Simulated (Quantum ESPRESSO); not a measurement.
**Hf in Quantum ESPRESSO: the effect of target pressure**

Crystal: Hf.

```xyz
2
Lattice="3.1967 0.0000 0.0000 -1.5983 2.7684 0.0000 0.0000 0.0000 5.0578" Properties=species:S:1:pos:R:3 pbc="T T T"
Hf    1.5984    0.9228    3.7934
Hf    0.0000    1.8456    1.2645
```

Alike in all runs:

* Program: Quantum ESPRESSO 7.5
* Task: phonons
* Functional: PBEsol
* Potentials or basis: GBRV 1.5 PBEsol
* Cutoff: 612 eV
* Density cutoff: 4898 eV
* k mesh: 8 × 8 × 4
* Occupations: cold, width 0.2 eV
* Spin: no spin polarisation

Each run relaxes the cell or the atoms first.

Question: One run gave: relaxed volume 19.46 Å³/atom; highest phonon frequency 160 cm⁻¹. Which target pressure did it use?
A. 3 GPa
B. 15 GPa
C. 0 GPa
D. -3 GPa
E. 8 GPa

Answer: B.

| target pressure | relaxed volume (Å³/atom) | highest phonon frequency (cm⁻¹) |
| --- | --- | --- |
| -3 GPa | 22.16 | 110 |
| 0 GPa | 21.59 | 127 |
| 3 GPa | 21.08 | 139 |
| 8 GPa | 20.34 | 151 |
| 15 GPa | 19.46 | 160 |

Caveats: the mesh is thin for the phonons of a metal; the cell is more than 3 GPa from zero pressure, which shifts response properties (some runs).

Runs at the PBE level aren't shown here.
